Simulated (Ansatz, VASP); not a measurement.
KBr: VASP beside Ansatz

```xyz
2
Lattice="3.9617 0.0000 0.0000 0.0000 3.9617 0.0000 0.0000 0.0000 3.9617" Properties=species:S:1:pos:R:3 pbc="T T T"
K     0.0000    0.0000    0.0000
Br    1.9808    1.9808    1.9808
```

Change from the starting cell: volume scaled by 0.9405.

Alike in both runs: task single point; functional LDA; k mesh 6 × 6 × 6; occupations fermi-dirac, width 0.01 eV; no spin polarisation.

```csv
,VASP,Ansatz
version,VASP 6.6.1,Ansatz 0.2.0
potentials or method,"VASP PAW LDA potentials, release 64 (K_sv, Br), cutoff 520 eV","all-electron LAPW, scalar-relativistic"
```

VASP gave:

```
gap on the k mesh at the Fermi level (eV) : 3.67
pressure (GPa)                            : -1.9
```

Which values does Ansatz return?

gap on the k mesh at the Fermi level (eV): 3.66; pressure (GPa): -1.9.

Ansatz ran all-electron here, so the differences hold the error of VASP's frozen core and of both bases.

A k mesh can miss the band edges.
